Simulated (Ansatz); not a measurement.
# MnSi: one crystal by all-electron and frozen-core methods

Does the method matter for MnSi? The same cell, functional and mesh are run with LAPW, all electrons, PAW with frozen cores and all-electron PAW on datasets made for the crystal.

Program: Ansatz 0.2.0. Level of theory: DFT PBE, scalar-relativistic. These are calculated values, not measurements.

1 further run of the same task is left out (set aside as unsound or not needed).

### Step 1. The structure to begin with

The structure is cubic, space group Fm-3m (No. 225). Conventional cell: a = 4.845 Å, b = 4.845 Å, c = 4.845 Å, α = 90.00°, β = 90.00°, γ = 90.00°. Around Mn (site symmetry m-3m) lie 6 Si at 2.42 Å. Around Si (site symmetry m-3m) lie 6 Mn at 2.42 Å.

Coordinates:

```
CELL_PARAMETERS angstrom
0.00000 2.42250 2.42250
2.42250 0.00000 2.42250
2.42250 2.42250 0.00000
ATOMIC_POSITIONS crystal
Mn 0.00000 0.00000 0.00000
Si 0.50000 0.50000 0.50000
```

The cell was relaxed by PAW from a hypothetical start (rocksalt type); it needn't be the stable phase of this composition.

Atoms are numbered in the order of the input: Mn1, Si2.

### Step 2. LAPW, all electrons

The input, input.yaml:

```yaml
crystal:
  lattice:
    - [0.0, 2.4224953598, 2.4224953598]
    - [2.4224953598, 0.0, 2.4224953598]
    - [2.4224953598, 2.4224953598, 0.0]
  atoms:
    - { symbol: Mn, position: [0.0, 0.0, 0.0], spin: 4.0 }
    - { symbol: Si, position: [0.5, 0.5, 0.5] }
magnetization:
  spin_polarized: true
kpoints:
  mp_grid: { grid: [15, 15, 15] }
  band_path:
    path:
      - [0.0, 0.0, 0.0]
      - [0.5, 0.0, 0.5]
      - [0.625, 0.25, 0.625]
      - [0.375, 0.375, 0.75]
      - [0.0, 0.0, 0.0]
      - [0.5, 0.5, 0.5]
      - [0.5, 0.25, 0.75]
      - [0.5, 0.0, 0.5]
    npoints: 8
scf:
  occupations: { method: fermi_dirac, width: 0.05 }
hamiltonian:
  xc: pbe
  pseudopotentials: { kind: all_electron, lapw: { basis_error: 0.001 } }
output:
  forces: true
  stress: true
  eigenvalues: true
  populations: true
  dos: { projected: true, de: 0.2, e_range: [-14, 8] }
```

### Step 3. PAW with frozen cores

input.yaml, as its differences from that of step 2:

```diff
@@ -27,3 +27,3 @@
   xc: pbe
-  pseudopotentials: { kind: all_electron, lapw: { basis_error: 0.001 } }
+  pseudopotentials: { kind: paw }
 output:
@@ -32,3 +32,5 @@
   eigenvalues: true
+  efg: { contact_densities: true }
   populations: true
+  bader: true
   dos: { projected: true, de: 0.2, e_range: [-14, 8] }
```

### Step 4. All-electron PAW on datasets made for the crystal

input.yaml, as its differences from that of step 3:

```diff
@@ -27,3 +27,3 @@
   xc: pbe
-  pseudopotentials: { kind: paw }
+  pseudopotentials: { kind: all_electron, datasets: crystal }
 output:
@@ -33,4 +33 @@
   efg: { contact_densities: true }
-  populations: true
-  bader: true
-  dos: { projected: true, de: 0.2, e_range: [-14, 8] }
```

(Steps that only read results are left out.)

Before running it: what results should come out? Wanted: pressure; gap; spin moments; Bader charges.

The runs gave:

| quantity | value |
| --- | --- |
| pressure | LAPW 0.05, PAW 0.03, crystal datasets 0.06 GPa |
| gap (LAPW) | none |
| spin moments (LAPW) | Mn1 2.62, Si2 -0.11 μB |
| Bader charges (PAW) | Mn1 +0.28, Si2 -0.28 e |

What this shows: The pressure is within half a GPa of zero, so the volume is close to equilibrium at this level. There is no gap at this level; the crystal is a metal here. Mn 3d carries the largest share, 66 %, of the projected states within 0.3 eV of the Fermi level. The projection holds only the free atom's occupied shells (Mn 4s, Mn 3d, Si 3s, Si 3p in this range). PAW lies -0.03 GPa from LAPW in pressure. Site moments are counted in spheres whose radii differ between the methods. LAPW took about 2.2 times as long as PAW (58 s against 26 s, on a shared host and with the outputs that each input asks for). Other magnetic orders may lie lower; this is the state that the run reached. With one magnetic atom in the cell only ferromagnetic order fits; the real order can differ.
